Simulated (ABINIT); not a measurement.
Runs of ABINIT 10.8.3 (patched build) on Be. It takes space group P6_3/mmc (No. 194, hexagonal). Conventional cell: a = 2.285 Å, b = 2.285 Å, c = 3.584 Å, α = 90.00°, β = 90.00°, γ = 120.00°. Around Be (site symmetry -6m2) lie 12 Be at 2.23 to 2.29 Å. 

| level | gap on the mesh (eV) | pressure (GPa) |
| --- | --- | --- |
| RPBE | none | -0.2 |
| PBEsol | none | -4.3 |
| LDA | none | (a) |
| PW91 | none | -3.3 |
| revPBE | none | (b) |

Alike in all rows: task band structure; potentials or basis JTH PAW PBE v2.0; no spin polarisation; cell as given; k mesh 13 × 13 × 8; cutoff (eV) 626; smearing fermi-dirac 0.05 eV.

Question: Estimate the missing entries.

Answer: (a) -8.6; (b) -0.7.

Caveats: the PAW data sets were made with another functional, which shifts forces and pressure a little.

A gap of «none» marks a metal or a gap under the smearing width.
